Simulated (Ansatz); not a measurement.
## GaSb under changes of volume

One of the cells (24.120 Å³/atom); the others are scaled copies at fixed shape and fractional positions:

```
Sb Ga
1.0
    -2.75343    2.75343    1.59071
     2.75343   -2.75343    1.59071
     2.75343    2.75343   -1.59071
Sb Ga
1 1
Direct
  0.00000 0.00000 0.00000
  0.75000 0.25000 0.50000
```

Measurements of this composition are mostly on another form, of space group No. 216.

* Program: Ansatz 0.2.0
* Functional: HSE06
* Potentials or basis: Ansatz PAW
* Cutoff: 420 eV (not typed: the program's choice for these potentials)
* k mesh: 6 × 6 × 6
* Occupations: fermi-dirac, width 0.05 eV
* Spin: no spin polarisation

```csv
volume (Å³/atom),energy over the lowest point (meV/atom),pressure (GPa)
22.672,?,?
23.155,0.70,0.9
23.637,0.00,-0.4
24.120,2.94,-1.5
24.602,9.08,-2.5
25.084,18.06,-3.4
25.567,29.55,-4.2
```

What does the run at 22.672 Å³/atom give?

Energy over the lowest point 5.50 meV/atom; pressure 2.3 GPa.

Worked out: A Birch-Murnaghan fit of order 3 (a polynomial in V^(-2/3)) to the other rows has its minimum at 23.48 Å³/atom with B0 = V·E''(V) = 61 GPa and B' = 5.1 at fixed shape and positions, which overstates the stiffness. It gives 5.53 meV/atom at 22.672 Å³/atom, against the run's 5.50, and -dE/dV = 2.3 GPa, against 2.3.

Energies are extrapolated to zero smearing.

Caveats: all runs use coarse meshes; the PAW data sets come from PBE, with cores solved anew for the run's functional, which leaves a small shift of forces and pressure; the thresholds are loose for stress.
